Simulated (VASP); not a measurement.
# MgS (Fm-3m) in VASP: settings compared, part 2 of 2

VASP 6.6.1. The steps go on from the part before.

**4. G0W0 quasiparticle levels, PBE**

Contents of POSCAR:

```
MgS                                     
1.0
    0.0000000000      2.6116204705      2.6116204705
    2.6116204705      0.0000000000      2.6116204705
    2.6116204705      2.6116204705     -0.0000000000
  Mg              S             
     1     1
Direct
     0.0000000000000000    0.0000000000000000    0.0000000000000000
     0.5000000000000000    0.5000000000000000    0.5000000000000000
```

Contents of INCAR.step1:

```
PREC     = Accurate       # precision mode
ENCUT    = 400            # plane-wave cutoff, eV
EDIFF    = 1E-8           # SCF threshold, eV
ISMEAR   = 0              # smearing method
SIGMA    = 0.01           # smearing width, eV
LREAL    = F              # projectors in reciprocal space
LASPH    = T              # aspherical terms in the spheres
NELM     = 80             # most SCF steps
ALGO     = Normal         # electronic algorithm
LWAVE    = T              # write WAVECAR
LCHARG   = F              # write CHGCAR
GGA      = PE             # functional
KPAR     = 4
```

Contents of INCAR.step2:

```
PREC     = Accurate       # precision mode
ENCUT    = 400            # plane-wave cutoff, eV
EDIFF    = 1E-8           # SCF threshold, eV
ISMEAR   = 0              # smearing method
SIGMA    = 0.01           # smearing width, eV
LREAL    = F              # projectors in reciprocal space
LASPH    = T              # aspherical terms in the spheres
NELM     = 1              # most SCF steps
ALGO     = Exact          # electronic algorithm
LWAVE    = T              # write WAVECAR
LCHARG   = F              # write CHGCAR
GGA      = PE             # functional
NBANDS   = 149            # bands
LOPTICS  = T              # frequency-dependent dielectric function
ISTART   = 1            
KPAR     = 4
```

Contents of INCAR.step3:

```
PREC     = Accurate       # precision mode
ENCUT    = 400            # plane-wave cutoff, eV
EDIFF    = 1E-8           # SCF threshold, eV
ISMEAR   = 0              # smearing method
SIGMA    = 0.01           # smearing width, eV
LREAL    = F              # projectors in reciprocal space
LASPH    = T              # aspherical terms in the spheres
ALGO     = EVGW0          # electronic algorithm
LWAVE    = F              # write WAVECAR
LCHARG   = F              # write CHGCAR
GGA      = PE             # functional
NELMGW   = 1            
NBANDS   = 149            # bands
ENCUTGW  = 150            # cutoff of the response function
NOMEGA   = 60             # frequency points
PRECFOCK = Fast         
ISTART   = 1            
NBANDSGW = 12           
KPAR     = 4
```

Contents of KPOINTS:

```
Automatic mesh
0
Gamma
  6 6 6
```

Potentials or basis: VASP PAW PBE potentials, release 64 (Mg_GW, S_GW).

The run is started by

```bash
cat potpaw_PBE.64/Mg_GW/POTCAR potpaw_PBE.64/S_GW/POTCAR > POTCAR
cp INCAR.step1 INCAR
mpirun -np 4 vasp_std > vasp.out
cp INCAR.step2 INCAR
mpirun -np 4 vasp_std > vasp.out
cp INCAR.step3 INCAR
mpirun -np 4 vasp_std > vasp.out
```

OUTCAR:

```text
PREC = Accurate
   ENCUT = 400
   EDIFF = 1E-8
   ISMEAR = 0
   LREAL = F
   LASPH = T
   GGA = PE
   NELMGW = 1
   ENCUTGW = 150
   PRECFOCK = Fast
   ISTART = 1

 ion  position               nearest neighbor table
   1  0.000  0.000  0.000-
   2  0.500  0.500  0.500-

  LATTYP: Found a face centered cubic cell.
 ALAT       =     5.2232409410

  Lattice vectors:

 A1 = (   0.0000000000,   2.6116204705,   2.6116204705)
 A2 = (   2.6116204705,   0.0000000000,   2.6116204705)
 A3 = (   2.6116204705,   2.6116204705,   0.0000000000)

Analysis of symmetry for initial positions (statically):
=====================================================================
 Subroutine PRICEL returns:
 Original cell was already a primitive cell.

 Routine SETGRP: Setting up the symmetry group for a
 face centered cubic supercell.

 Subroutine GETGRP returns: Found 48 space group operations
 (whereof 48 operations were pure point group operations)
 out of a pool of 48 trial point group operations.

The static configuration has the point symmetry O_h .

Analysis of symmetry for dynamics (positions and initial velocities):
=====================================================================
 Subroutine PRICEL returns:
 Original cell was already a primitive cell.

 Routine SETGRP: Setting up the symmetry group for a
 face centered cubic supercell.

 Subroutine GETGRP returns: Found 48 space group operations
 (whereof 48 operations were pure point group operations)
 out of a pool of 48 trial point group operations.

The dynamic configuration has the point symmetry O_h .

 Subroutine INISYM returns: Found 48 space group operations
 (whereof 48 operations are pure point group operations),
 and found     1 'primitive' translations

----------------------------------------------------------------------------------------

                                     Primitive cell

  volume of cell :      35.6254

  direct lattice vectors                    reciprocal lattice vectors
     0.000000000  2.611620471  2.611620471    -0.191452014  0.191452014  0.191452014
     2.611620471  0.000000000  2.611620471     0.191452014 -0.191452014  0.191452014
     2.611620471  2.611620471  0.000000000     0.191452014  0.191452014 -0.191452014

  length of vectors
     3.693389089  3.693389089  3.693389089     0.331604616  0.331604616  0.331604616

  position of ions in fractional coordinates (direct lattice)
     0.000000000  0.000000000  0.000000000
     0.500000000  0.500000000  0.500000000

  ion indices of the primitive-cell ions
   primitive index   ion index
                 1           1
                 2           2

----------------------------------------------------------------------------------------

 KPOINTS: Automatic mesh

Automatic generation of k-mesh.
 Grid dimensions read from file:
 generate k-points for:    6    6    6

 Generating k-lattice:

  Cartesian coordinates                     Fractional coordinates (reciprocal lattice)
    -0.031908669  0.031908669  0.031908669     0.166666667  0.000000000  0.000000000
     0.031908669 -0.031908669  0.031908669     0.000000000  0.166666667  0.000000000
     0.031908669  0.031908669 -0.031908669     0.000000000  0.000000000  0.166666667

  Length of vectors
     0.055267436  0.055267436  0.055267436

  Shift w.r.t. Gamma in fractional coordinates (k-lattice)
     0.000000000  0.000000000  0.000000000

 Subroutine IBZKPT returns following result:
 ===========================================

 Found     16 irreducible k-points:

 Following reciprocal coordinates:
            Coordinates               Weight
  0.000000  0.000000  0.000000      1.000000
  0.166667  0.000000  0.000000      8.000000
  0.333333  0.000000  0.000000      8.000000
  0.500000  0.000000  0.000000      4.000000
  0.166667  0.166667  0.000000      6.000000
  0.333333  0.166667  0.000000     24.000000
[... 8 lines left out ...]
 -0.333333  0.333333  0.166667     24.000000
 -0.333333  0.500000  0.166667     12.000000
   k-points           NKPTS =     16   k-points in BZ     NKDIM =    216   number of bands    NBANDS=    149
   number of dos      NEDOS =    301   number of ions     NIONS =      2
   total plane-waves  NPLWV =  13824
   dimension x,y,z NGX =    24 NGY =   24 NGZ =   24
   dimension x,y,z NGXF=    48 NGYF=   48 NGZF=   48
   ions per type =               1   1
   NGX,Y,Z   is equivalent  to a cutoff of  10.80, 10.80, 10.80 a.u.
   NGXF,Y,Z  is equivalent  to a cutoff of  21.61, 21.61, 21.61 a.u.
 SYSTEM =  unknown system
   PREC   = accura    normal or accurate (medium, high low for compatibility)
   ISTART =      1    job   : 0-new  1-cont  2-samecut
   ICHARG =      0    charge: 1-file 2-atom 10-const
   ISPIN  =      1    spin polarized calculation?
   LNONCOLLINEAR =      F non collinear calculations
   LSORBIT =      F    spin-orbit coupling
   LASPH  =      T    aspherical Exc in radial PAW
   ENCUT  =  400.0 eV  29.40 Ry    5.42 a.u.   6.02  6.02  6.02*2*pi/ulx,y,z
   NELM   =     60;   NELMIN=  2; NELMDL=  0     # of ELM steps
   EDIFF  = 0.1E-07   stopping-criterion for ELM
   LREAL  =      F    real-space projection
   EDIFFG = 0.1E-06   stopping-criterion for IOM
   NSW    =      0    number of steps for IOM
   IBRION =     -1    ionic relax: 0-MD 1-quasi-New 2-CG
   NFREE  =      0    steps in history (QN), initial steepest desc. (CG)
   ISIF   =      0    stress and relaxation
   ISYM   =      3    0-nonsym 1-usesym 2-fastsym
   POTIM  = 0.5000    time-step for ionic-motion
   TEBEG  =    0.0;   TEEND  =   0.0 temperature during run
   PSTRESS=    0.0 pullay stress
   NELECT =       8.0000    total number of electrons
   NUPDOWN=      -1.0000    fix difference up-down
   EMIN   =  10.00;   EMAX   =-10.00  energy-range for DOS
   EFERMI =   0.00;   METHOD = LEGACY
   ISMEAR =     0;   SIGMA  =   0.01  broadening in eV -4-tet -1-fermi 0-gaus
   EFERMI_NEDOS =   21; number of points for ismear=-14 and -15
   IALGO  =     38    algorithm
   IMIX   =      4    mixing-type and parameters
     AMIX     =   0.40;   BMIX     =  1.00
     AMIX_MAG =   1.60;   BMIX_MAG =  1.00
  volume/ion in A,a.u.               =      17.81       120.21
  Fermi-wavevector in a.u.,A,eV,Ry     =   0.995065  1.880400 13.471867  0.990154
  Thomas-Fermi vector in A             =   2.127059
   LORBIT       =      0    0 simple, 1 ext, 2 COOP (PROOUT), +10 PAW based schemes
   GGA     = PE    functional components
   LHFCALC =     T    Hartree Fock is set to
   PRECFOCK=fast      Normal, Fast or Accurate (Low or Medium for compatibility)
   ENCUT4O =  -1.0   cutoff for four orbital integrals eV
   NKREDX  =     1    reduce k-point grid by
   NKREDY  =     1    reduce k-point grid by
   NKREDZ  =     1    reduce k-point grid by
   AEXX    =    1.0000 exact exchange contribution
   HFSCREEN=    0.0000 screening length (either q_TF or 0.3 A-1)
   HFSCREENC=   0.0000 screening length for correlation (either q_TF or 0.3 A-1)
   ENCUTFOCK=  -1.0 apply spherical cutoff to Coloumb kernel
   IVDW    =     0    specifies the selected vdW correction
   LEPSILON=     F    determine dielectric tensor
   LRPA    =     F    only Hartree local field effects (RPA)
   LRPAFORCE           =     F    calculate RPA forces
   ENCUTGW             = 150.0    cutoff for response function in eV
   ENCUTGWSOFT         = 120.0    soft cutoff for Coulomb kernel in GW response function in eV
   ENCUTLF             =  -1.0    cutoff for local field effects
   NELMGW              =     1    number of iterations in solving QP/BSE equation
   NELMHF              =     1    number of iterations in the inner HF iteration
   NKREDLFX            =     1    NKREDLFY  =   1   NKREDLFZ  =   1
 non-spin polarized calculation
 Gauss-broadening in eV      SIGMA  =   0.01
  energy-cutoff  :      400.00
  volume of cell :       35.63
 maximum number of plane-waves:       656
  NGX = 14; NGY = 14; NGZ = 14
   NGX = 13   NGY = 13   NGZ = 13
 maximum number of plane-waves:       169

 QP shifts <psi_nk| G(iteration)W_0 |psi_nk>: iteration 1
 for sc-GW calculations column KS-energies equals QP-energies in previous step
 and V_xc(KS)=  KS-energies - (<T + V_ion + V_H > + <T+V_H+V_ion>^1  + <V_x>^1)

 k-point   1 :       0.0000    0.0000    0.0000
  band No.  KS-energies  QP-energies   sigma(KS)   V_xc(KS)     V^pw_x(r,r')   Z            occupation Imag(sigma)

      1      -8.9658      -9.7895     -13.7857     -12.5957     -20.8388       0.6921       2.0000       1.4312
      2       3.6402       2.6809     -14.5238     -13.2733     -16.1346       0.7671       2.0000       0.0515
      3       3.6402       2.6809     -14.5238     -13.2733     -16.1346       0.7671       2.0000       0.0515
      4       3.6402       2.6809     -14.5238     -13.2733     -16.1346       0.7671       2.0000       0.0515
      5       7.2566       7.7923      -9.2882      -9.9584      -5.4919       0.7994       0.0000      -0.0528
      6      11.5661      12.1306      -8.6009      -9.3150      -4.2426       0.7905       0.0000      -0.0766
      7      11.5661      12.1306      -8.6009      -9.3150      -4.2426       0.7905       0.0000      -0.0766
      8      11.5661      12.1306      -8.6009      -9.3150      -4.2426       0.7905       0.0000      -0.0766
      9      13.8950      14.6236      -9.4722     -10.4283      -4.5710       0.7620       0.0000      -0.1334
     10      13.8950      14.6236      -9.4722     -10.4283      -4.5710       0.7620       0.0000      -0.1334
     11      16.1619      16.1413      -7.2589      -7.2313      -1.8158       0.7469       0.0000      -0.2779
     12      16.7212      17.1490      -7.8627      -8.4204      -2.0441       0.7672       0.0000      -0.5246

 k-point   2 :       0.1667    0.0000    0.0000
  band No.  KS-energies  QP-energies   sigma(KS)   V_xc(KS)     V^pw_x(r,r')   Z            occupation Imag(sigma)
[... 225 lines left out ...]
      1      -7.2944      -7.9556     -14.7246     -13.7724     -21.4015       0.6944       2.0000       1.0651
      2      -0.0557      -1.2167     -12.6197     -11.0326     -15.3471       0.7316       2.0000       0.0934
      3       1.1017      -0.0176     -13.0387     -11.5442     -15.3350       0.7489       2.0000       0.0700
      4       1.4572       0.4199     -12.9586     -11.5823     -15.0599       0.7536       2.0000       0.0641
      5       8.0014       8.6120      -9.0354      -9.8054      -5.2974       0.7930       0.0000      -0.0544
      6       9.8553      10.3086      -8.8273      -9.3991      -4.7322       0.7928       0.0000      -0.0654
      7      12.7058      13.3509      -8.9556      -9.8053      -4.0450       0.7592       0.0000      -0.1245
      8      13.3598      13.9172      -9.8884     -10.6295      -4.8638       0.7521       0.0000      -0.1244
      9      17.2951      17.7862      -9.1759      -9.8413      -3.1512       0.7381       0.0000      -0.4487
     10      18.5076      19.0070      -9.3466     -10.0148      -3.2322       0.7472       0.0000      -0.5289
     11      18.8945      19.5050      -9.8147     -10.6280      -3.7209       0.7506       0.0000      -0.5542
     12      19.2523      20.0054     -10.9199     -11.9397      -4.6987       0.7384       0.0000      -0.4844
```

Wall time 67 s (4 MPI ranks of Intel Xeon 6975P-C (Granite Rapids), shared host); peak memory 0.61 GiB.

What came out:

```
Band gap on the k mesh, mean-field level : 2.74 eV, indirect (least direct gap 3.62 eV)
Quasiparticle gap                        : 4.28 eV
Least direct quasiparticle gap           : 5.11 eV
```

Levels at points of the mesh, in eV from the valence-band top:
```tsv
k point	band 1	band 2	band 3	band 4	band 5	band 6	band 7	band 8
(0.00, 0.00, 0.00)	-12.61	0.00	0.00	0.00	3.62	7.93	7.93	7.93
(0.50, 0.00, 0.00)	-11.33	-4.77	-0.58	-0.58	4.52	6.86	6.86	9.98
(0.50, 0.50, 0.00)	-10.97	-4.13	-1.66	-1.66	2.74	4.42	11.88	12.64
```

Caveat: bands, screening cutoff and mesh are small and nothing is extrapolated, so the quasiparticle values aren't converged. A k mesh can miss the band edges.

**5. Overview**

```tsv
task	level	potentials or basis	k mesh	cutoff (eV)	smearing	grid for exact exchange (PRECFOCK)	exchange at q = 0	GW scheme	cutoff of the response function	empty bands	gap on the mesh (eV)	pressure (GPa)
band structure	r2SCAN	VASP PAW PBE potentials, release 64 (Mg, S)	10 × 10 × 10	520	gaussian 0.02 eV	-	-	-	-	-	3.41	-1.4
band structure	PBE0	VASP PAW PBE potentials, release 64 (Mg, S)	6 × 6 × 6	520	gaussian 0.02 eV	Fast	truncated	-	-	-	4.45	-1.6
G0W0 quasiparticle levels	PBE	VASP PAW PBE potentials, release 64 (Mg_GW, S_GW)	6 × 6 × 6	400	gaussian 0.01 eV	-	-	G0W0	150	145	-	-
```

Alike in all rows: no spin polarisation; cell as given.

Caveats: the PAW data sets were made with another functional, which shifts forces and pressure a little (some runs); bands, screening cutoff and mesh are small and nothing is extrapolated, so the quasiparticle values aren't converged (some runs).

Total energies depend on the potentials used, so only differences within one code and one set of settings carry meaning.
